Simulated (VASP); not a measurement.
# Sn (I4_1/amd) in VASP: a series of runs, part 2 of 2

VASP 6.6.1. The steps go on from the part before.

## (5) Relaxation of cell and atoms, PBE+D3(BJ)

The input, INCAR:

```
SYSTEM = Sn
ALGO = Normal
EDIFF = 1E-7
EDIFFG = -0.005
ENCUT = 600
GGA = PE
IBRION = 2
ISIF = 3
ISMEAR = 0
IVDW = 12
LASPH = .True.
LCHARG = .False.
LREAL = .False.
LWAVE = .False.
NELM = 100
NSW = 90
PREC = Accurate
SIGMA = 0.1
```

The input, KPOINTS:

```
k-points
0
Gamma
  16 16 16
  0 0 0
```

The input, POSCAR:

```
Sn
1.0
   -2.9161500000      2.9161500000      1.5911500000
    2.9161500000     -2.9161500000      1.5911500000
    2.9161500000      2.9161500000     -1.5911500000
Sn
2
Direct
    0.0000000000      0.0000000000      0.0000000000
    0.7500000000      0.2500000000      0.5000000000
```

Potentials or basis: VASP PAW PBE potentials, release 64 (Sn_d).

Launch:

```bash
> cat potpaw_PBE.64/Sn_d/POTCAR > POTCAR
> mpirun -np 1 vasp_std > vasp.out
```

OUTCAR:

```text
SYSTEM = Sn
   EDIFF = 1E-7
   EDIFFG = -0.005
   ENCUT = 600
   GGA = PE
   IBRION = 2
   ISIF = 3
   ISMEAR = 0
   IVDW = 12
   LASPH = .True.
   LREAL = .False.
   NELM = 100
   NSW = 90
   PREC = Accurate
 IVDW          = 12

 ion  position               nearest neighbor table
   1  0.000  0.000  0.000-   2 3.02   2 3.02   2 3.02   2 3.02
   2  0.750  0.250  0.500-   1 3.02   1 3.02   1 3.02   1 3.02

  LATTYP: Found a body centered tetragonal cell.
 ALAT       =     5.8323000000
 C/A-ratio  =     0.5456337980

  Lattice vectors:

 A1 = (  -2.9161500000,   2.9161500000,   1.5911500000)
 A2 = (   2.9161500000,  -2.9161500000,   1.5911500000)
 A3 = (   2.9161500000,   2.9161500000,  -1.5911500000)

Analysis of symmetry for initial positions (statically):
=====================================================================
 Subroutine PRICEL returns:
 Original cell was already a primitive cell.

 Routine SETGRP: Setting up the symmetry group for a
 body centered tetragonal supercell.

 Subroutine GETGRP returns: Found 16 space group operations
 (whereof  8 operations were pure point group operations)
 out of a pool of 16 trial point group operations.

The static configuration has the point symmetry D_2d.
 The point group associated with its full space group is D_4h.

Analysis of symmetry for dynamics (positions and initial velocities):
=====================================================================
 Subroutine PRICEL returns:
 Original cell was already a primitive cell.

 Routine SETGRP: Setting up the symmetry group for a
 body centered tetragonal supercell.

 Subroutine GETGRP returns: Found 16 space group operations
 (whereof  8 operations were pure point group operations)
 out of a pool of 16 trial point group operations.

The dynamic configuration has the point symmetry D_2d.
 The point group associated with its full space group is D_4h.

 Subroutine INISYM returns: Found 16 space group operations
 (whereof  8 operations are pure point group operations),
 and found     1 'primitive' translations

----------------------------------------------------------------------------------------

                                     Primitive cell

[... 98 lines left out ...]
   POTIM  = 0.5000    time-step for ionic-motion
   TEBEG  =    0.0;   TEEND  =   0.0 temperature during run
   PSTRESS=    0.0 pullay stress
   NELECT =      28.0000    total number of electrons
   NUPDOWN=      -1.0000    fix difference up-down
   EMIN   =  10.00;   EMAX   =-10.00  energy-range for DOS
   EFERMI =   0.00;   METHOD = LEGACY
   ISMEAR =     0;   SIGMA  =   0.10  broadening in eV -4-tet -1-fermi 0-gaus
   EFERMI_NEDOS =   21; number of points for ismear=-14 and -15
   IALGO  =     38    algorithm
   IMIX   =      4    mixing-type and parameters
     AMIX     =   0.40;   BMIX     =  1.00
     AMIX_MAG =   1.60;   BMIX_MAG =  1.00
  volume/ion in A,a.u.               =      27.06       182.62
  Fermi-wavevector in a.u.,A,eV,Ry     =   1.314207  2.483492 23.499180  1.727141
  Thomas-Fermi vector in A             =   2.444476
   LORBIT       =      0    0 simple, 1 ext, 2 COOP (PROOUT), +10 PAW based schemes
   GGA     = PE    functional components
   LHFCALC =     F    Hartree Fock is set to
   AEXX    =    0.0000 exact exchange contribution
   IVDW    =    12    specifies the selected vdW correction
   LEPSILON=     F    determine dielectric tensor
   LRPA    =     F    only Hartree local field effects (RPA)
 conjugate gradient relaxation of ions
 non-spin polarized calculation
 Gauss-broadening in eV      SIGMA  =   0.10
  energy-cutoff  :      600.00
  volume of cell :       54.12
 maximum number of plane-waves:      1830
   NGX = 17   NGY = 17   NGZ = 17

--------------------------------------- Ionic step        1  -------------------------------------------

 number of electron      28.0000002 magnetization

 Free energy of the ion-electron system (eV)
  ---------------------------------------------------
  ext. energy  EPLUGINS =         0.00000000
  ---------------------------------------------------
  free energy    TOTEN  =        -7.59441323 eV

  energy without entropy =       -7.58994926  energy(sigma->0) =       -7.59218124

------------------------ aborting loop because EDIFF is reached ----------------------------------------

 Edisp (eV)   -0.78137

 E8    (eV) :    -0.3777
[... 111 lines left out ...]
--------------------------------------- Ionic step        4  -------------------------------------------

 number of electron      27.9999997 magnetization

 Free energy of the ion-electron system (eV)
  ---------------------------------------------------
  ext. energy  EPLUGINS =         0.00000000
  ---------------------------------------------------
  free energy    TOTEN  =        -7.59940364 eV

  energy without entropy =       -7.59473261  energy(sigma->0) =       -7.59706813

 E-fermi :   7.9629     XC(G=0): -10.2958

 val. band max:        7.9560929537   @ k =  -0.4375   0.1875  -0.0000
 cond. band min:       7.9883680662   @ k =   0.4375   0.3750   0.0000
 fundamental gap:      0.0322751125
 Fermi energy:         7.9628841287

 k-point     1 :       0.0000    0.0000    0.0000
  band No.  band energies     occupation
      1     -13.7008      2.00000
      2     -13.6284      2.00000
      3     -13.5769      2.00000
      4     -13.5745      2.00000
      5     -13.4154      2.00000
      6     -13.4154      2.00000
[... 481 lines left out ...]
      5     -13.4169      2.00000
      6     -13.4137      2.00000
[... 10 lines left out ...]
     17      13.8800      0.00000
     18      14.9799      0.00000

 [... further k-points ...]

------------------------ aborting loop because EDIFF is reached ----------------------------------------

 Edisp (eV)   -0.77768

 E8    (eV) :    -0.3759
[... 25 lines left out ...]
  FREE ENERGIE OF THE ION-ELECTRON SYSTEM (eV)
  ---------------------------------------------------
  free  energy   TOTEN  =        -8.3770786783 eV

  energy  without entropy=       -8.3724076540  energy(sigma->0) =       -8.37474317

 reached required accuracy - stopping structural energy minimisation
```

Run time: 6.6 min. Hardware: 1 thread of Intel Xeon 6975P-C (Granite Rapids), shared host; peak memory 0.5 GiB.

What came out:

| Quantity | Value |
| --- | --- |
| Free energy | -8.3771 eV |
| Relaxed volume | 27.19 Å³/atom |
| Relaxed cell | a = 4.437 Å, b = 4.437 Å, c = 4.437 Å, α = 97.30°, β = 97.30°, γ = 138.22° |
| Space group after relaxing (to 0.05 Å) | I4_1/amd (No. 141) |
| Energy gained by relaxing | 0.6 meV/atom |
| Ionic steps | 4 |
| Pressure after relaxing | 0.0 GPa |
| Band gap on the k mesh | none (metal or under the smearing width) |
| Dispersion energy per atom | -0.389 eV |

Step by step:
| step | energy change (eV) | largest force (eV/Å) | pressure (GPa) | volume (Å³) |
| --- | --- | --- | --- | --- |
| 1 | 0.0000 | 0.0000 | 0.26 | 54.12 |
| 2 | -0.0011 | 0.0000 | -0.08 | 54.47 |
| 3 | -0.0012 | 0.0000 | -0.14 | 54.53 |
| 4 | -0.0013 | 0.0000 | 0.01 | 54.38 |

Final structure:
```
Sn
1.0
    -2.93136    2.93136    1.58218
     2.93136   -2.93136    1.58218
     2.93136    2.93136   -1.58218
Sn
2
Direct
  0.00000 0.00000 0.00000
  0.75000 0.25000 0.50000
```

Caveat: pairwise dispersion overbinds metals, which lowers pressure and volume.

## (6) The runs side by side

```csv
level,potentials or basis,gap on the mesh (eV),pressure (GPa),relaxed volume (Å³/atom)
PBEsol,"VASP PAW PBE potentials, release 64 (Sn_d)",none,0.0,26.86
LDA,"VASP PAW LDA potentials, release 64 (Sn_d)",none,0.0,26.19
PBE,"VASP PAW PBE potentials, release 64 (Sn_d)",none,0.0,28.38
PBE+D3(BJ),"VASP PAW PBE potentials, release 64 (Sn_d)",none,0.0,27.19
```

Alike in all rows: task relaxation of cell and atoms; no spin polarisation; cell relaxed; k mesh 16 × 16 × 16; cutoff (eV) 600; smearing gaussian 0.1 eV.

Caveats: the PAW data sets were made with another functional, which shifts forces and pressure a little (some runs); pairwise dispersion overbinds metals, which lowers pressure and volume (some runs).

Total energies depend on the potentials used, so only differences within one code and one set of settings carry meaning.
